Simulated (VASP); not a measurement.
W: relaxation of the atoms with PBE

The system is W.

```
W
1.0
    -1.60576    1.60576    1.60576
     1.60576   -1.60576    1.60576
     1.60576    1.60576   -1.60576
W
1
Direct
  0.00000 0.00000 0.00000
```

The cell isn't the ideal one: a relaxed cell with its volume scaled by 1.04.

* Program: VASP 6.6.1
* Task: relaxation of the atoms
* Functional: PBE
* Potentials or basis: VASP PAW PBE potentials, release 64 (W)
* Cutoff: 300 eV
* k mesh: 8 × 8 × 8
* Occupations: methfessel-paxton, width 0.1 eV
* Spin: no spin polarisation
* Further INCAR settings: ALGO = Fast; EDIFF = 1e-07; IBRION = 2; EDIFFG = -0.01; NSW = 40

```json
{
 "Pressure after relaxing": "-11.5 GPa",
 "Band gap on the k mesh": "none (metal or under the smearing width)"
}
```

Final structure:
```xyz
1
Lattice="-1.6058 1.6058 1.6058 1.6058 -1.6058 1.6058 1.6058 1.6058 -1.6058" Properties=species:S:1:pos:R:3 pbc="T T T"
W     0.0000    0.0000    0.0000
```

Levels at points of the mesh, in eV from the Fermi level:
```csv
k point,band 1,band 2,band 3,band 4,band 5,band 6,band 7
"(0.00, 0.00, 0.00)",-8.95,-0.76,-0.76,-0.76,2.53,2.53,15.51
"(0.50, 0.00, 0.00)",-5.56,-2.94,0.98,2.41,3.32,6.12,10.76
"(0.50, 0.50, 0.50)",-5.05,-5.05,5.21,5.21,5.21,8.44,8.44
```

It used 2.4 s of CPU time on 1 thread of Intel(R) Xeon(R) Platinum 8488C (Sapphire Rapids) (shared host), which was overloaded at the time.

Caveat: the relaxation stopped at its first step, so nothing moved. Spin-orbit coupling is left out, which matters for the levels of W.
